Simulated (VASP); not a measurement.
Input of a VASP 6.6.1 run:

The input POSCAR:

```
ZnS
1.0
    0.0000000000      2.6803314388      2.6803314388
    2.6803314388      0.0000000000      2.6803314388
    2.6803314388      2.6803314388      0.0000000000
  Zn              S
     1     1
Direct
     0.2500000000000000    0.2500000000000000    0.2500000000000000
     0.0000000000000000    0.0000000000000000    0.0000000000000000
```

INCAR.step1

```
PREC = Accurate
ENCUT = 600
EDIFF = 1E-8
ISMEAR = 0
SIGMA = 0.03
LREAL = F
LASPH = T
NELM = 80
ALGO = Normal
ISIF = 3
LWAVE = F
LCHARG = F
GGA = PS
PSTRESS = 15.0
IBRION = 2
NSW = 40
EDIFFG = -0.002
```

Contents of INCAR.step2:

```
PREC = Accurate
ENCUT = 600
EDIFF = 1E-8
ISMEAR = 0
SIGMA = 0.03
LREAL = F
LASPH = T
NELM = 80
ALGO = Normal
ISIF = 2
LWAVE = F
LCHARG = F
GGA = PS
PSTRESS = 15.0
IBRION = 6
NFREE = 2
POTIM = 0.015
NSW = 1
```

File KPOINTS:

```
Automatic mesh
0
Gamma
  10 10 10
```

Potentials or basis: VASP PAW PBE potentials, release 64 (Zn, S).

Launch:

```console
$ cat potpaw_PBE.64/Zn/POTCAR potpaw_PBE.64/S/POTCAR > POTCAR
$ cp INCAR.step1 INCAR
$ mpirun -np 1 vasp_std > vasp.out
$ cp CONTCAR POSCAR
$ cp INCAR.step2 INCAR
$ mpirun -np 1 vasp_std > vasp.out
```

Question: Estimate the highest phonon frequency at Γ, LO-TO splitting left out.

Answer: 287 cm⁻¹.

Question: Estimate the relaxed cell.

Answer: a = 3.768 Å, b = 3.768 Å, c = 3.768 Å, α = 60.00°, β = 60.00°, γ = 60.00°.

Phonon frequencies in cm⁻¹ (negative: imaginary):
```
              q point        frequencies
(0.000, 0.000, 0.000)  0 0 0 287 287 287
```
